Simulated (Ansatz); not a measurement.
Li$_{3}$N:
```cif
data_Li3N
_chemical_formula_sum 'Li3 N1'
_space_group_name_H-M_alt 'P6/mmm'
_space_group_IT_number 191
_space_group_name_Hall '-P 6 2'
_cell_length_a 3.60998
_cell_length_b 3.60998
_cell_length_c 3.85518
_cell_angle_alpha 90.000
_cell_angle_beta 90.000
_cell_angle_gamma 120.000
loop_
_atom_site_label
_atom_site_type_symbol
_atom_site_symmetry_multiplicity
_atom_site_Wyckoff_symbol
_atom_site_fract_x
_atom_site_fract_y
_atom_site_fract_z
_atom_site_occupancy
Li1 Li 1 b 0.00000 0.00000 0.50000 1
Li2 Li 2 c 0.33333 0.66667 0.00000 1
N1 N 1 a 0.00000 0.00000 0.00000 1
```

Relaxed with r²SCAN. 

Task: HSE06 on this cell (Ansatz, a first-principles code, PAW) gives a gap of 2.00 eV. What does r²SCAN give?

Result: 1.48 eV.

Cost on shared cores: the r²SCAN run (SCF on a 9×9×7 mesh, then bands and DOS) about 22 core-seconds (a rough figure), the HSE06 run (SCF on 7×7×5, then a few points) around 110 core-seconds (rough); the tasks are unlike.

The cell was relaxed with r²SCAN under the symmetry of its start; phonons on a q-mesh show weakly imaginary modes.

Potentials: the later of the program's two PAW sets.

Ansatz is a plane-wave DFT program.
